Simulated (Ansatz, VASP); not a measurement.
## Two plane-wave programs on SrO

The input INCAR:

```
SYSTEM = SrO
ALGO = Normal
EDIFF = 1E-8
ENCUT = 520
GGA = PE
ISIF = 2
ISMEAR = -1
LASPH = .TRUE.
LCHARG = .FALSE.
LEFG = .TRUE.
LREAL = .FALSE.
LWAVE = .FALSE.
NBANDS = 15
NELM = 80
PREC = Accurate
SIGMA = 0.02
```

File KPOINTS:

```
k-points
0
G
  8 8 8
  0 0 0
```

Contents of POSCAR:

```
SrO
1.0
    0.0000000000      2.5198962204      2.6725920000
    2.5198962204      0.0000000000      2.6725920000
    2.5198962204      2.5198962204      0.0000000000
Sr O
1 1
Direct
    0.0000000000      0.0000000000      0.0000000000
    0.5000000000      0.5000000000      0.5000000000
```

Input for Ansatz:

```yaml
crystal:
  lattice:
    - [0.0, 2.5198962204, 2.672592]
    - [2.5198962204, 0.0, 2.672592]
    - [2.5198962204, 2.5198962204, 0.0]
  atoms:
    - { symbol: Sr, position: [0.0, 0.0, 0.0] }
    - { symbol: O, position: [0.5, 0.5, 0.5] }
kpoints:
  mp_grid: { grid: [8, 8, 8] }
scf:
  occupations: { method: fermi_dirac, width: 0.02 }
hamiltonian:
  xc: pbe
  pseudopotentials: { kind: paw }
output:
  forces: true
  stress: true
  eigenvalues: true
  efg: { contact_densities: true }
  write_density: true
  write_potential: true
  elf: true
  volumetric_format: npy
```

Change from the starting cell: z stretched by +4 % at fixed volume, PAW files.

Alike in both runs: task electric field gradients; functional PBE; k mesh 8 × 8 × 8; occupations fermi-dirac, width 0.02 eV; no spin polarisation.

```csv
,VASP,Ansatz
version,VASP 6.6.1,Ansatz 0.2.0
potentials or method,"VASP PAW PBE potentials, release 64 (Sr_sv, O)","PAW with Ansatz's default frozen-core files, scalar-relativistic"
plane-wave cutoff (eV),520,420
valence electrons in the cell,16,16
```

|  | VASP | Ansatz | Ansatz less VASP |
| --- | --- | --- | --- |
| gap on the k mesh at the Fermi level (eV) | 3.15 | 3.20 | +0.051 |
| pressure (GPa) | 4.2 | 3.6 | -0.61 |
| largest component of the traceless stress (GPa) | 5.20 | 4.93 | -0.268 |
| Vzz of the field gradient on the site that differs most (V/Å²) | 19.3 | 18.6 | -0.77 |

Ansatz warned: «gradients_without_spin_orbit».

A k mesh can miss the band edges.
